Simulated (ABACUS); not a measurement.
# PbO2 (Fm-3m) in ABACUS: a series of runs

Runs on PbO2. Level: PBE. Tasks: single point.

Everything below comes from runs of ABACUS 3.10.1. Logs are shortened: lines on timing, memory, paths and dates and some standing lists are left out, and cuts for length are marked.

### 1 The structure

Symmetry: Fm-3m, No. 225, cubic system. Conventional cell: a = 5.404 Å, b = 5.404 Å, c = 5.404 Å, α = 90.00°, β = 90.00°, γ = 90.00°. Around Pb (site symmetry m-3m) lie 8 O at 2.34 Å. O (site symmetry -43m) has 4 Pb at 2.34 Å as nearest neighbours.

The cell comes from a database or a generator and needn't be the stable form of this composition.

### 2 Single point, PBE

INPUT reads:

```
INPUT_PARAMETERS
suffix              PbO2
calculation         scf
basis_type          lcao
pseudo_dir          ./
orbital_dir         ./
latname             fcc
symmetry            1
dft_functional      pbe
ecutwfc             100
pseudo_rcut         7
nspin               1
nbands              17
ks_solver           genelpa
smearing_method     fd
smearing_sigma      0.00367493
scf_thr             1e-07
scf_nmax            100
mixing_type         broyden
mixing_beta         0.7
cal_force           1
cal_stress          1
out_mul             1
```

STRU reads:

```
ATOMIC_SPECIES
Pb 207.2000 Pb.upf
O 15.9990 O.upf

NUMERICAL_ORBITAL
Pb_confined-atom_8au_1s1p1d.orb
O_confined-atom_6au_1s1p.orb

LATTICE_CONSTANT
10.2120497419

ATOMIC_POSITIONS
Direct

Pb
0.0
1
0.0000000000 0.0000000000 0.0000000000 1 1 1

O
0.0
2
0.2500000000 0.2500000000 0.2500000000 1 1 1
0.7500000000 0.7500000000 0.7500000000 1 1 1
```

KPT reads:

```
K_POINTS
0
Gamma
6 6 6 0 0 0
```

Potentials or basis: PseudoDojo NC SR 0.4.1 PBE standard, SZ LCAO (the cutoffs set its grid).

Command:

```
> OMP_NUM_THREADS=1 mpirun -np 4 abacus > log
```

running log:

```text
ABACUS v3.10.1

               Atomic-orbital Based Ab-initio Computation at UStc

 ------------------------------------------------------------------------------------

 READING GENERAL INFORMATION
                           global_out_dir = OUT.PbO2/
                           global_in_card = INPUT
                               pseudo_dir = ./
                              orbital_dir = ./
                                    DSIZE = 4
                                    GSIZE = 1

 READING UNITCELL INFORMATION
                                    ntype = 2
                  lattice constant (Bohr) = 10.212
              lattice constant (Angstrom) = 5.40398

 READING ATOM TYPE 1
                               atom label = Pb
                      L=0, number of zeta = 1
                      L=1, number of zeta = 1
                      L=2, number of zeta = 1
             number of atom for this type = 1

 READING ATOM TYPE 2
                               atom label = O
                      L=0, number of zeta = 1
                      L=1, number of zeta = 1
             number of atom for this type = 2

                        TOTAL ATOM NUMBER = 3
DIRECT COORDINATES
    atom                   x                   y                   z     mag                  vx                  vy                  vz
taud_Pb1            0.0000000000        0.0000000000        0.0000000000  0.0000        0.0000000000        0.0000000000        0.0000000000
taud_O1            0.2500000000        0.2500000000        0.2500000000  0.0000        0.0000000000        0.0000000000        0.0000000000
taud_O2            0.7500000000        0.7500000000        0.7500000000  0.0000        0.0000000000        0.0000000000        0.0000000000

                          Volume (Bohr^3) = 266.243
                             Volume (A^3) = 39.4531

 Lattice vectors: (Cartesian coordinate: in unit of a_0)
                 -0.5                  +0                +0.5
                   +0                +0.5                +0.5
                 -0.5                +0.5                  +0
 Reciprocal vectors: (Cartesian coordinate: in unit of 2 pi/a_0)
                   -1                  -1                  +1
                   +1                  +1                  +1
                   -1                  +1                  -1
 The esolver type has been set to : ksdft_lcao

                PAO radial cut off (Bohr) = 7

 Read in pseudopotential file is Pb.upf
                     pseudopotential type = NC
          exchange-correlation functional = PBE
                 nonlocal core correction = 1
                        valence electrons = 14
                                     lmax = 2
                           number of zeta = 3
                     number of projectors = 6
                           L of projector = 0
[... 5 lines left out ...]
                PAO radial cut off (Bohr) = 7

 Read in pseudopotential file is O.upf
                     pseudopotential type = NC
          exchange-correlation functional = PBE
                 nonlocal core correction = 1
                        valence electrons = 6
                                     lmax = 2
                           number of zeta = 2
                     number of projectors = 5
                           L of projector = 0
                           L of projector = 0
                           L of projector = 1
                           L of projector = 1
                           L of projector = 2
     initial pseudo atomic orbital number = 17

 SETUP THE ELECTRONS NUMBER
            electron number of element Pb = 14
      total electron number of element Pb = 14
             electron number of element O = 6
       total electron number of element O = 12
            AUTOSET number of electrons:  = 26
                           occupied bands = 13
                                   NLOCAL = 17
                                   NBANDS = 17
                                   NBANDS = 17
                                   NLOCAL = 17

%%%%%%%%%%%%%%%%%%%%%%%%%%%%%%%%%%%%%%%%%%%%%%%%%%%%%%%%%%%%%%%%%%%%%%%%%%%%%%%%%%%%%%%%%%%%%%%%%%%%%%%%%%
 Warning: the number of valence electrons in pseudopotential > 4 for Pb: [Xe] 4f14 5d10 6s2 6p2
 Pseudopotentials with additional electrons can yield (more) accurate outcomes, but may be less efficient.
 If you're confident that your chosen pseudopotential is appropriate, you can safely ignore this warning.
%%%%%%%%%%%%%%%%%%%%%%%%%%%%%%%%%%%%%%%%%%%%%%%%%%%%%%%%%%%%%%%%%%%%%%%%%%%%%%%%%%%%%%%%%%%%%%%%%%%%%%%%%%

 SETUP THE PLANE WAVE BASIS
[... 65 lines left out ...]
                             BRAVAIS TYPE = 2
                     BRAVAIS LATTICE NAME = 02. Cubic I (body-centered)
                                    ibrav = 2
                       right hand lattice = 1
(for k-lattice: )
                             BRAVAIS TYPE = 2
                     BRAVAIS LATTICE NAME = 02. Cubic I (body-centered)
                                    ibrav = 2
                       right hand lattice = 1
                        ROTATION MATRICES = 48
                               nkstot_ibz = 16
K-POINTS REDUCTION ACCORDING TO SYMMETRY
     IBZ    DIRECT_X    DIRECT_Y    DIRECT_Z  WEIGHT  ibz2bz
       1  0.00000000  0.00000000  0.00000000  0.0046       0
       2  0.16666667  0.16666667  0.16666667  0.0370       1
       3  0.33333333  0.33333333  0.33333333  0.0370       2
       4  0.50000000  0.50000000  0.50000000  0.0185       3
       5  0.16666667  0.16666667  0.00000000  0.0278       7
       6  0.33333333  0.33333333  0.16666667  0.1111       8
[... 8 lines left out ...]
      15  0.50000000  0.33333333 -0.33333333  0.1111      52
      16  0.50000000  0.33333333 -0.16666667  0.0556      58

                               nkstot now = 16
[... K-POINTS DIRECT COORDINATES: 16 rows ...]

           k-point number in this process = 16
       minimum distributed K point number = 16
[... stars of the k points ...]

[... K-POINTS CARTESIAN COORDINATES: 16 rows ...]

[... K-POINTS DIRECT COORDINATES: 16 rows ...]

 SETUP PLANE WAVES FOR WAVE FUNCTIONS
     energy cutoff for wavefunc (unit:Ry) = 100
              fft grid for wave functions = [ 45, 45, 45 ]
                    number of plane waves = 5673
                         number of sticks = 421

 PARALLEL PW FOR WAVE FUNCTIONS
     PROC   COLUMNS(POT)             PW
        1            105           1418
        2            106           1420
        3            105           1418
        4            105           1417
 --------------- sum -------------------
        4            421           5673

 SET NONLOCAL PSEUDOPOTENTIAL PROJECTORS
 SET NONLOCAL PSEUDOPOTENTIAL PROJECTORS
 max number of nonlocal projetors among all species is 6

 -------------------------------------------
 SELF-CONSISTENT
 -------------------------------------------

 SETUP SEARCHING RADIUS FOR PROGRAM TO SEARCH ADJACENT ATOMS
                  longest orb rcut (Bohr) = 8
   longest nonlocal projector rcut (Bohr) = 2.46
                     search radius (Bohr) = 20.9
              searching radius is (Bohr)) = 20.9
         searching radius unit is (Bohr)) = 10.2
                         PeriodicBoundary = 1
                        Radius(unit:lat0) = 2.05
                                   glayer = [ 5, 5, 5 ]
                             glayer_minus = [ 4, 4, 4 ]

Find the coordinate range of the input atom(unit:lat0).
                                  min_tau = [ -4.75, -4, -4 ]
                                  max_tau = [ 4, 4.75, 4.75 ]
                                BoxNumber = [ 9, 9, 9 ]

 SETUP EXTENDED REAL SPACE GRID FOR GRID INTEGRATION
                          real space grid = [ 45, 45, 45 ]
                 big cell numbers in grid = [ 15, 15, 15 ]
             meshcell numbers in big cell = [ 3, 3, 3 ]
                        extended fft grid = [ 21, 21, 21 ]
                dimension of extened grid = [ 58, 58, 58 ]
                            UnitCellTotal = 125
              Atom number in sub-FFT-grid = 3
    Local orbitals number in sub-FFT-grid = 17
                                ParaV.nnr = 5589
                                 init_chg = atomic

 LCAO ALGORITHM --------------- ION=   1  ELEC=   1--------------------------------

 Density error is 0.135788989632
----------------------------------------------------------
     Energy           Rydberg                 eV
----------------------------------------------------------
 E_KohnSham     -206.2287440617      -2805.8860106229
 E_Harris       -203.8850259763      -2773.9980901552
 E_Fermi        0.5523317686         7.5148592398
----------------------------------------------------------
[... 69 lines left out ...]
 Density error is 4.35759702425e-08
----------------------------------------------------------
     Energy           Rydberg                 eV
----------------------------------------------------------
 E_KohnSham     -206.5645871796      -2810.4553906608
 E_KS(sigma->0) -206.5643955975      -2810.4527840516
 E_Harris       -206.5645857276      -2810.4553709047
 E_band         1.1326700605         15.4107667771
 E_one_elec     -33.2888575037       -452.9181419608
 E_Hartree      38.0540574215        517.7520129515
 E_xc           -56.9378440259       -774.6791105880
 E_Ewald        -154.3915599071      -2100.6049378451
 E_entropy(-TS) -0.0003831643        -0.0052132183
 E_descf        0.0000000000         0.0000000000
 E_exx          0.0000000000         0.0000000000
 E_Fermi        0.8294125276         11.2847363674
----------------------------------------------------------

 charge density convergence is achieved
 final etot is -2810.4553907 eV
 EFERMI = 11.284736367 eV

 STATE ENERGY(eV) AND OCCUPATIONS    NSPIN == 1
 1/16 kpoint (Cartesian) = 0.0000 0.0000 0.0000 (1148 pws)
       1       -7.72620     0.00925926
       2       -5.98578     0.00925926
       3       -5.98578     0.00925926
       4       -5.98578     0.00925926
       5       -5.76128     0.00925926
       6       -5.76128     0.00925926
[... 9 lines left out ...]
      16        17.5529    3.32327e-57
[... 82 lines left out ...]
       4       -5.82848       0.222222
       5       -5.72705       0.222222
       6       -5.72043       0.222222
[... 9 lines left out ...]
      16        19.9222    2.10134e-76
      17        20.1122    4.70331e-78

[... levels at 10 further k points ...]

 correction force for each atom along direction 1 is 2.48875e-15
 correction force for each atom along direction 2 is 9.55717e-15
 correction force for each atom along direction 3 is 1.56356e-14
------------------------------------------------------------------------------------------
 TOTAL-FORCE (eV/Angstrom)
------------------------------------------------------------------------------------------
                       Pb1         0.0000000000         0.0000000000         0.0000000000
                        O1         0.0000000000         0.0000000000         0.0000000000
                        O2         0.0000000000         0.0000000000         0.0000000000
------------------------------------------------------------------------------------------

----------------------------------------------------------------
 TOTAL-STRESS (KBAR)
----------------------------------------------------------------
       159.6546300224         0.0000000000         0.0000000000
         0.0000000000       159.6546300224        -0.0000000000
         0.0000000000        -0.0000000000       159.6546300224
----------------------------------------------------------------
 TOTAL-PRESSURE: 159.654630 KBAR

 --------------------------------------------
 !FINAL_ETOT_IS -2810.4553906608080069 eV
 --------------------------------------------
```

Wall time 1.5 s (4 MPI ranks of Intel Xeon 6975P-C (Granite Rapids), shared host); peak memory 0.36 GiB.

The run converged, but some of its settings lie outside the range that counts as converged, so its numbers aren't taken as properties of the crystal.

Results:

* Free energy: -2810.4554 eV
* Pressure: 16.0 GPa
* Band gap on the k mesh: none (metal or under the smearing width)
* Mulliken charges: Pb +1.15; O -0.58 e

Caveat: the atomic orbitals were generated for these runs and aren't a published set; Mulliken charges move with the basis; the basis of atomic orbitals isn't converged, which shifts pressures, moduli and gaps.

### 3 Single point, PBE

Changes to INPUT since step 2:

```diff
@@ -23 +23,4 @@
 out_mul             1
+out_chg             1
+out_pot             2
+out_elf             1
```

Changes to STRU since step 2:

```diff
@@ -5,4 +5,4 @@
 NUMERICAL_ORBITAL
-Pb_confined-atom_8au_1s1p1d.orb
-O_confined-atom_6au_1s1p.orb
+Pb_confined-atom_8au_2s2p2d.orb
+O_confined-atom_6au_2s2p1d.orb
```

KPT is that of step 2.

Potentials or basis: PseudoDojo NC SR 0.4.1 PBE standard, DZP LCAO (the cutoffs set its grid).

Command:

```
> OMP_NUM_THREADS=1 mpirun -np 4 abacus > log
```

It took 3.6 s on 4 MPI ranks of Intel Xeon 6975P-C (Granite Rapids), shared host; peak memory 0.4 GiB.

The run converged. Its results:

```
Free energy            : -2812.2967 eV
Pressure               : 5.1 GPa
Band gap on the k mesh : none (metal or under the smearing width)
Mulliken charges       : Pb +1.31; O -0.65 e
```

Levels at points of the mesh, in eV from the Fermi level:
| k point | band 10 | band 11 | band 12 | band 13 | band 14 | band 15 | band 16 | band 17 |
| --- | --- | --- | --- | --- | --- | --- | --- | --- |
| (0.00, 0.00, 0.00) | -2.11 | -2.11 | -1.26 | -1.26 | -1.26 | 6.93 | 6.93 | 6.93 |
| (0.50, 0.50, 0.50) | -2.86 | -2.86 | -1.53 | -1.53 | 2.46 | 7.19 | 9.37 | 9.37 |
| (0.50, 0.50, 0.00) | -4.57 | -0.25 | -0.25 | -0.25 | 1.48 | 6.08 | 10.18 | 10.75 |

Caveat: the atomic orbitals were generated for these runs and aren't a published set; Mulliken charges move with the basis; the basis of atomic orbitals isn't converged, which shifts pressures, moduli and gaps. The run has no spin-orbit coupling, so splittings on Pb are missing.

### 4 Single point, PBE

Changes to INPUT since step 3:

```diff
@@ -23,4 +23 @@
 out_mul             1
-out_chg             1
-out_pot             2
-out_elf             1
```

Changes to STRU since step 3:

```diff
@@ -5,4 +5,4 @@
 NUMERICAL_ORBITAL
-Pb_confined-atom_8au_2s2p2d.orb
-O_confined-atom_6au_2s2p1d.orb
+Pb_confined-atom_8au_3s3p3d1f.orb
+O_confined-atom_6au_3s3p2d1f.orb
```

KPT is that of step 3.

Potentials or basis: PseudoDojo NC SR 0.4.1 PBE standard, TZDP LCAO (the cutoffs set its grid).

Command:

```
> OMP_NUM_THREADS=1 mpirun -np 4 abacus > log
```

Wall time 7.7 s (4 MPI ranks of Intel Xeon 6975P-C (Granite Rapids), shared host); peak memory 0.56 GiB.

The run converged. Its results:

```yaml
Free_energy: -2812.7696 eV
Pressure: 1.6 GPa
Band_gap_on_the_k_mesh: none (metal or under the smearing width)
Mulliken_charges: Pb +0.83; O -0.42 e
```

Levels at points of the mesh, in eV from the Fermi level:
```tsv
k point	band 9	band 10	band 11	band 12	band 13	band 14	band 15	band 16	band 17
(0.00, 0.00, 0.00)	-2.07	-2.07	-2.07	-1.29	-1.29	-1.29	6.89	6.89	6.89
(0.50, 0.50, 0.50)	-3.36	-2.85	-2.85	-1.51	-1.51	2.44	7.09	9.37	9.37
(0.50, 0.50, 0.00)	-4.56	-4.56	-0.32	-0.24	-0.24	1.54	6.09	9.39	10.69
```

Caveat: the atomic orbitals were generated for these runs and aren't a published set; Mulliken charges move with the basis; the basis of atomic orbitals isn't converged, which shifts pressures, moduli and gaps. The run has no spin-orbit coupling, so splittings on Pb are missing.

### 5 Single point, PBE

INPUT reads:

```
INPUT_PARAMETERS
suffix              PbO2
calculation         scf
basis_type          pw
pseudo_dir          ./
latname             fcc
symmetry            1
dft_functional      pbe
ecutwfc             84
pseudo_rcut         7
nspin               1
nbands              17
ks_solver           dav
smearing_method     fd
smearing_sigma      0.00367493
scf_thr             1e-08
scf_nmax            100
mixing_type         broyden
mixing_beta         0.7
cal_force           1
cal_stress          1
kpar                4
```

Changes to STRU since step 4:

```diff
@@ -3,6 +3,2 @@
 O 15.9990 O.upf
-
-NUMERICAL_ORBITAL
-Pb_confined-atom_8au_3s3p3d1f.orb
-O_confined-atom_6au_3s3p2d1f.orb
```

KPT is that of step 4.

Potentials or basis: PseudoDojo NC SR 0.4.1 PBE standard, plane waves.

Command:

```
> OMP_NUM_THREADS=1 mpirun -np 4 abacus > log
```

It took 3.9 s on 4 MPI ranks of Intel Xeon 6975P-C (Granite Rapids), shared host; peak memory 0.4 GiB.

The run converged. Its results:

```
Free energy            : -2812.8634 eV
Pressure               : 0.8 GPa
Band gap on the k mesh : none (metal or under the smearing width)
```

Levels at points of the mesh, in eV from the Fermi level:
```tsv
k point	band 11	band 12	band 13	band 14
(0.00, 0.00, 0.00)	-2.07	-1.29	-1.29	-1.29
(0.50, 0.50, 0.50)	-2.85	-1.51	-1.51	2.44
(0.50, 0.50, 0.00)	-0.32	-0.24	-0.24	1.55
```

### 6 Summary

```tsv
potentials or basis	cutoff (eV)	SCF threshold on the density	eigensolver	gap on the mesh (eV)	pressure (GPa)
PseudoDojo NC SR 0.4.1 PBE standard, DZP LCAO (the cutoffs set its grid)	1361	1e-07	genelpa	none	5.1
PseudoDojo NC SR 0.4.1 PBE standard, TZDP LCAO (the cutoffs set its grid)	1361	1e-07	genelpa	none	1.6
PseudoDojo NC SR 0.4.1 PBE standard, plane waves	1143	1e-08	dav	none	0.8
```

Alike in all rows: task single point; level PBE; no spin polarisation; cell as given; k mesh 6 × 6 × 6; smearing fermi-dirac 0.05 eV.

Caveats: the atomic orbitals were generated for these runs and aren't a published set (some runs); the basis of atomic orbitals isn't converged, which shifts pressures, moduli and gaps (some runs).

Total energies depend on the potentials used, so only differences within one code and one set of settings carry meaning.
